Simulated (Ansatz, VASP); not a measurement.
**One calculation of ZnS, two programs**

```
CELL_PARAMETERS angstrom
3.73822 0.00000 0.00000
-1.86911 3.23739 0.00000
0.00000 0.00000 6.14254
ATOMIC_POSITIONS crystal
Zn 0.33333 0.66667 0.00059
Zn 0.66667 0.33333 0.50059
S 0.33333 0.66667 0.37441
S 0.66667 0.33333 0.87441
```

Alike in both runs: task single point; functional LDA; k mesh 9 × 9 × 4; no spin polarisation.

|  | VASP | Ansatz |
| --- | --- | --- |
| version | VASP 6.6.1 | Ansatz 0.2.0 |
| potentials or method | VASP PAW LDA potentials, release 64 (Zn, S) | scalar-relativistic, plane waves, PAW |
| plane-wave cutoff (eV) | 520 | 420 |
| occupations | gaussian, width 0.01 eV | fixed |
| valence electrons in the cell | 36 | 36 |

```tsv
	VASP	Ansatz	Ansatz less VASP
gap on the k mesh at the Fermi level (eV)	2.23	2.19	-0.040
least direct gap on the mesh (eV)	2.23	2.19	-0.040
pressure (GPa)	0.3	0.0	-0.30
```

Ansatz warned: «pseudo_functional_mismatch».
